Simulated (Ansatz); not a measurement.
# AlN: the cost of one run

Method: DFT PBE+D3(BJ), scalar-relativistic, plane waves, PAW, in Ansatz 0.2.0.

### 1 Starting point

It takes space group P6_3mc (No. 186, hexagonal). The conventional cell has a = 3.109 Å, b = 3.109 Å, c = 4.979 Å, α = 90.00°, β = 90.00°, γ = 120.00°. Al (site symmetry 3m) is surrounded by 4 N at 1.89 to 1.90 Å. Around N (site symmetry 3m) lie 4 Al at 1.89 to 1.90 Å.

As a file:

```
CELL_PARAMETERS angstrom
3.10942 0.00000 0.00000
-1.55471 2.69283 0.00000
0.00000 0.00000 4.97878
ATOMIC_POSITIONS crystal
Al 0.33333 0.66667 0.00156
Al 0.66667 0.33333 0.50156
N 0.33333 0.66667 0.38344
N 0.66667 0.33333 0.88344
```

It is the result of an earlier relaxation at this level (volume 10.42 Å³/atom; gap on the mesh: 4.21 eV).

### 2 The slab

Planes are indexed in the bulk's conventional cell (P6_3mc (No. 186)), a = 3.109 Å, b = 3.109 Å, c = 4.979 Å, α = 90.00°, β = 90.00°, γ = 120.00°.

A (001) slab, 8.1 Å thick as cut, with 16 Å of vacuum, in a 2×2 surface cell; its outer planes are Al (top) and N (bottom).

The slab as cut. Layers, bottom to top:

| plane | atoms per cell | height over the lowest (Å) |
| --- | --- | --- |
| 1 | N4 | 0.00 |
| 2 | Al4 | 0.59 |
| 3 | N4 | 2.49 |
| 4 | Al4 | 3.08 |
| 5 | N4 | 4.98 |
| 6 | Al4 | 5.57 |
| 7 | N4 | 7.47 |
| 8 | Al4 | 8.06 |

### 3 Relaxing the clean slab

File input.yaml:

```yaml
crystal:
  lattice:
    - [6.2188310357, 0.0, 0.0]
    - [-3.1094155179, 5.3856656588, 0.0]
    - [0.0, 0.0, 24.0562460798]
  atoms:
    - { symbol: "N", position: [0.1666666667, 0.3333333333, 0.3325539643] }
    - { symbol: "N", position: [0.1666666667, 0.8333333333, 0.3325539643] }
    - { symbol: "N", position: [0.6666666667, 0.3333333333, 0.3325539643] }
    - { symbol: "N", position: [0.6666666667, 0.8333333333, 0.3325539643] }
    - { symbol: Al, position: [0.3333333333, 0.1666666667, 0.3569995587] }
    - { symbol: Al, position: [0.3333333333, 0.6666666667, 0.3569995587] }
    - { symbol: Al, position: [0.8333333333, 0.1666666667, 0.3569995587] }
    - { symbol: Al, position: [0.8333333333, 0.6666666667, 0.3569995587] }
    - { symbol: "N", position: [0.3333333333, 0.1666666667, 0.4360361233] }
    - { symbol: "N", position: [0.3333333333, 0.6666666667, 0.4360361233] }
    - { symbol: "N", position: [0.8333333333, 0.1666666667, 0.4360361233] }
    - { symbol: "N", position: [0.8333333333, 0.6666666667, 0.4360361233] }
    - { symbol: Al, position: [0.1666666667, 0.3333333333, 0.4604817177] }
    - { symbol: Al, position: [0.1666666667, 0.8333333333, 0.4604817177] }
    - { symbol: Al, position: [0.6666666667, 0.3333333333, 0.4604817177] }
    - { symbol: Al, position: [0.6666666667, 0.8333333333, 0.4604817177] }
    - { symbol: "N", position: [0.1666666667, 0.3333333333, 0.5395182823] }
    - { symbol: "N", position: [0.1666666667, 0.8333333333, 0.5395182823] }
    - { symbol: "N", position: [0.6666666667, 0.3333333333, 0.5395182823] }
    - { symbol: "N", position: [0.6666666667, 0.8333333333, 0.5395182823] }
    - { symbol: Al, position: [0.3333333333, 0.1666666667, 0.5639638767] }
    - { symbol: Al, position: [0.3333333333, 0.6666666667, 0.5639638767] }
    - { symbol: Al, position: [0.8333333333, 0.1666666667, 0.5639638767] }
    - { symbol: Al, position: [0.8333333333, 0.6666666667, 0.5639638767] }
    - { symbol: "N", position: [0.3333333333, 0.1666666667, 0.6430004413] }
    - { symbol: "N", position: [0.3333333333, 0.6666666667, 0.6430004413] }
    - { symbol: "N", position: [0.8333333333, 0.1666666667, 0.6430004413] }
    - { symbol: "N", position: [0.8333333333, 0.6666666667, 0.6430004413] }
    - { symbol: Al, position: [0.1666666667, 0.3333333333, 0.6674460357] }
    - { symbol: Al, position: [0.1666666667, 0.8333333333, 0.6674460357] }
    - { symbol: Al, position: [0.6666666667, 0.3333333333, 0.6674460357] }
    - { symbol: Al, position: [0.6666666667, 0.8333333333, 0.6674460357] }
basis:
  ecutwfc: 420
kpoints:
  mp_grid: { grid: [3, 3, 1] }
hamiltonian:
  xc: pbe
  dispersion: d3bj
scf:
  occupations: { method: gaussian, width: 0.05 }
output:
  forces: true
  eigenvalues: true
  write_density: true
  write_potential: true
  elf: true
  volumetric_format: npy
relax:
  adjacent_minimum: "off"
  f_tol: 0.03
  max_steps: 70
  constraints: [{ sites: [0, 1, 2, 3, 4, 5, 6, 7, 8, 9, 10, 11, 12, 13, 14, 15] }]
efield:
  axis: 3
  dipole_correction: true
  ramp_width: 0.04
```

Run with:

```bash
> ansatz run input.yaml --threads 4 --pin off --max-ram 10240MiB --backend cpu --events-out ev --progress --plain --runs-dir out
```

What time and memory should one allow on 4 threads of Arm Neoverse V2, shared host?

About 39 s, with a peak of 1.3 GiB.
